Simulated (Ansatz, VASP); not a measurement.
Two plane-wave programs on Au

The input INCAR:

```
SYSTEM = Au
  ALGO = Normal
  EDIFF = 1E-6
  ENCUT = 520
  GGA = PS
  ISIF = 2
  ISMEAR = -1
  LASPH = .True.
  LCHARG = .False.
  LREAL = .False.
  LWAVE = .False.
  NBANDS = 12
  NELM = 80
  PREC = Accurate
  SIGMA = 0.08
```

The input KPOINTS:

```
k-points
0
Gamma
  14 14 14
  0 0 0
```

POSCAR

```
Au
1.0
    2.6940425392      0.0000000000      0.0000000000
    0.0000000000      2.6940425392      0.0000000000
    0.0000000000      0.0000000000      2.6940425392
Au
1
Direct
    0.0000000000      0.0000000000      0.0000000000
```

Input for Ansatz:

```yaml
crystal:
  lattice:
    - [2.6940425392, 0.0, 0.0]
    - [0.0, 2.6940425392, 0.0]
    - [0.0, 0.0, 2.6940425392]
  atoms:
    - { symbol: Au, position: [0.0, 0.0, 0.0] }
kpoints:
  mp_grid: { grid: [14, 14, 14] }
  band_path:
    path:
      - [0.0, 0.0, 0.0]
      - [0.0, 0.5, 0.0]
      - [0.5, 0.5, 0.0]
      - [0.0, 0.0, 0.0]
      - [0.5, 0.5, 0.5]
      - [0.0, 0.5, 0.0]
      - [0.5, 0.5, 0.5]
      - [0.5, 0.5, 0.0]
    npoints: 8
scf:
  occupations: { method: fermi_dirac, width: 0.08 }
hamiltonian:
  xc: pbesol
  pseudopotentials: { kind: paw }
output:
  forces: true
  stress: true
  eigenvalues: true
  populations: true
  dos: { projected: true, de: 0.2, e_range: [-14, 8] }
  write_density: true
  write_potential: true
  elf: true
  volumetric_format: npy
```

Change from the starting cell: volume scaled by 1, PAW files.

Alike in both runs: task single point; functional PBEsol; k mesh 14 × 14 × 14; occupations fermi-dirac, width 0.08 eV; no spin polarisation.

```csv
,VASP,Ansatz
version,VASP 6.6.1,Ansatz 0.2.0
potentials or method,"VASP PAW PBE potentials, release 64 (Au)","PAW with Ansatz's default frozen-core files, scalar-relativistic"
plane-wave cutoff (eV),520,420
valence electrons in the cell,11,19
```

|  | VASP | Ansatz | Ansatz less VASP |
| --- | --- | --- | --- |
| pressure (GPa) | -0.2 | 0.0 | +0.20 |

With one functional, cell and mesh, what is left measures potentials, basis and numerics. The two sets of potentials don't hold the same shells in valence.

Caveats: the PAW data sets were made with another functional, which shifts forces and pressure a little (VASP). The runs have no spin-orbit coupling, so splittings on Au are missing.
